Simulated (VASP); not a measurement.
## From VASP inputs to Ansatz: PbS (strained database structure)

INCAR

```
PREC = Accurate
EDIFF = 1E-7
LREAL = .FALSE.
ENCUT = 520
NELM = 120
NBANDS = 17
GGA = PE
NSW = 0
SIGMA = 0.02
LCHARG = .TRUE.
ISMEAR = -1
LWAVE = .FALSE.
IBRION = -1
ISIF = 2
LELF = .TRUE.
LASPH = .TRUE.
```

KPOINTS

```
KPOINTS created by Atomic Simulation Environment
0
Gamma
8 8 8
0 0 0
```

KPOINTS_OPT

```
special points
8
Reciprocal
0.0000000000 0.0000000000 0.0000000000 1
-0.5000000000 -0.5000000000 -0.5000000000 1
-0.5000000000 -0.2499966092 -0.7500033908 1
-0.2499966092 0.2499966092 -0.5000000000 1
0.0000000000 0.0000000000 -0.5000000000 1
0.0000000000 0.3749983046 -0.3749983046 1
-0.3749983046 0.0000000000 -0.6250016954 1
-0.5000000000 0.0000000000 -0.5000000000 1
```

POSCAR

```
Pb S
 1.0000000000000000
     2.1005109573003633    1.2127305665719976    3.2350120170895811
    -2.1005109573003633    1.2127305665719976    3.2350120170895811
     0.0000000000000000   -2.4254611333273726    3.2350120170208374
 Pb  S
   1   1
Cartesian
  0.0000000000000002 -0.0000000001793406  9.4913841992705876
 -0.0000000000000001 -0.0000000000875838  4.6352791845540775
```

VASP ran with the recommended PBE PAW datasets (20 valence electrons in the cell).

Question: Write an Ansatz input for this cell and level of theory.

Answer: 

```yaml
crystal:
  lattice:
    - [2.1005109573, 1.2127305666, 3.2350120171]
    - [-2.1005109573, 1.2127305666, 3.2350120171]
    - [0.0, -2.4254611333, 3.235012017]
  atoms:
    - { symbol: Pb, position: [0.9779854654, 0.9779854654, 0.9779854654] }
    - { symbol: S, position: [0.4776158646, 0.4776158646, 0.4776158646] }
kpoints:
  mp_grid: { grid: [8, 8, 8] }
  band_path:
    path:
      - [0.0, 0.0, 0.0]
      - [-0.5, -0.5, -0.5]
      - [-0.5, -0.2499966092, -0.7500033908]
      - [-0.2499966092, 0.2499966092, -0.5]
      - [0.0, 0.0, -0.5]
      - [0.0, 0.3749983046, -0.3749983046]
      - [-0.3749983046, 0.0, -0.6250016954]
      - [-0.5, 0.0, -0.5]
    npoints: 1
hamiltonian:
  xc: pbe
scf:
  occupations: { method: fermi_dirac, width: 0.02 }
  n_extra_bands: 4
output:
  forces: true
  stress: true
  eigenvalues: true
  write_density: true
  write_potential: true
  elf: true
  volumetric_format: npy
```

Other inputs would serve too.

```csv
,VASP,Ansatz
gap between bands v and c,-0.24 eV (bands overlap: a metal),-0.24 eV (bands overlap: a metal)
least direct gap,0.11 eV,0.10 eV
pressure,5.7 GPa,5.8 GPa
```

The two codes use different PAW datasets and cutoffs. VASP's cell holds 20 valence electrons and Ansatz's 20. Ansatz's stress includes a Pulay correction; VASP's doesn't.
